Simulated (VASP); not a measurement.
Set up this calculation in VASP 6.6.1, as the native input.

```
Task                   : single point
Functional             : LDA
Potentials or basis    : VASP PAW LDA potentials, release 64 (As)
Cutoff                 : 520 eV
k mesh                 : 9 × 9 × 13
Occupations            : fermi-dirac, width 0.1 eV
Spin                   : no spin polarisation
Dipole correction      : no
Further INCAR settings : ALGO = Normal; EDIFF = 1e-07; NBANDS = 14
```

The structure of As lies in POSCAR:

```
As
1.0
    4.6875869131      0.0000000000      0.0000000000
   -2.3437934566      4.0595693492      0.0000000000
    0.0000000000      0.0000000000      2.7280651759
As
3
Direct
    1.0000000000      1.0000000000      0.0000000000
    0.3333333333      0.6666666667      0.5000000000
    0.6666666667      0.3333333333      0.5000000000
```

This isn't the form of As at room conditions, which is rhombohedral.

One way to write it, as run:

INCAR

```
SYSTEM = As
PREC = Accurate ; ENCUT = 520
EDIFF = 1E-7 ; ISMEAR = -1
SIGMA = 0.1 ; LREAL = .False.
LASPH = .True. ; NELM = 100
ALGO = Normal ; ISIF = 2
LWAVE = .False. ; LCHARG = .False.
GGA = CA ; NBANDS = 14
```

KPOINTS

```
Automatic mesh
0
Gamma
  9 9 13
  0 0 0
```

Potentials or basis: VASP PAW LDA potentials, release 64 (As).

The run is started by

```console
$ cat potpaw_LDA.64/As/POTCAR > POTCAR
$ mpirun -np 1 vasp_std > vasp.out
```

Results of the run:

```json
{
 "Pressure": "5.0 GPa",
 "Band gap on the k mesh": "none (metal or under the smearing width)"
}
```

It took 14 s on 1 thread of Intel(R) Xeon(R) 6975P-C (Granite Rapids), with other jobs on the host, peak memory 0.17 GiB.
